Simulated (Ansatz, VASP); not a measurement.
# AlN in VASP and in Ansatz

```
Al N
1.0
     0.00000    2.01411    2.01411
     2.01411    0.00000    2.01411
     2.01411    2.01411    0.00000
Al N
1 1
Direct
  0.50000 0.50000 0.50000
  0.00000 0.00000 0.00000
```

Alike in both runs: task single point; functional PBEsol; k mesh 10 × 10 × 10; occupations gaussian, width 0.05 eV; no spin polarisation.

```csv
,VASP,Ansatz
version,VASP 6.6.1,Ansatz 0.2.0
potentials or method,"VASP PAW PBE potentials, release 64 (Al, N)","scalar-relativistic, plane waves, PAW"
plane-wave cutoff (eV),520,420
valence electrons in the cell,8,8
```

Ansatz gave:

- gap on the k mesh at the Fermi level (eV): 4.67
- least direct gap on the mesh (eV): 5.81
- pressure (GPa): 3.4

Q: Estimate VASP's values.

A: gap on the k mesh at the Fermi level (eV): 4.66; least direct gap on the mesh (eV): 5.83; pressure (GPa): 3.3.

The functional is the same, so the differences come from potentials, cutoffs and numerics.

Caveats: the PAW data sets were made with another functional, which shifts forces and pressure a little (VASP). PBEsol gaps usually lie below the measured ones, often by a third to a half. A k mesh can miss the band edges.
